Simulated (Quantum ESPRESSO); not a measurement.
# Pt under changes of volume

One of the cells (15.815 Å³/atom); the others are scaled copies at fixed shape and fractional positions:

```
Pt
1.0
     2.76067    0.00000    0.00000
    -1.38033    2.39081    0.00000
     0.00000    0.00000    4.79213
Pt
2
Direct
  0.33333 0.66667 0.25000
  0.66667 0.33333 0.75000
```

This isn't the form of Pt at room conditions, which is fcc.

* Program: Quantum ESPRESSO 7.5
* Functional: r2SCAN
* Potentials or basis: SG15 PBE 1.2
* Cutoff: 952 eV
* Density cutoff: 3810 eV
* k mesh: 7 × 7 × 4
* Occupations: fermi-dirac, width 0.05 eV
* Spin: no spin polarisation

```tsv
volume (Å³/atom)	energy over the lowest point (meV/atom)	pressure (GPa)
14.866	18.47	11.0
15.182	?	?
15.498	0.00	-1.2
15.815	7.39	-6.2
16.131	24.07	-10.6
16.447	48.86	-14.5
16.763	80.74	-17.8
```

Question: What does the run at 15.182 Å³/atom give?

Answer: Energy over the lowest point 3.18 meV/atom; pressure 4.5 GPa.

Worked out: A Birch-Murnaghan fit of order 3 (a polynomial in V^(-2/3)) to the other rows has its minimum at 15.43 Å³/atom with B0 = V·E''(V) = 269 GPa and B' = 5.4 at fixed shape and positions, which overstates the stiffness. It gives 3.20 meV/atom at 15.182 Å³/atom, against the run's 3.18, and -dE/dV = 4.6 GPa, against 4.5.

Energies are extrapolated to zero smearing.

Caveats: all runs use coarse meshes; the potentials were made for another functional, which shifts forces and pressure.
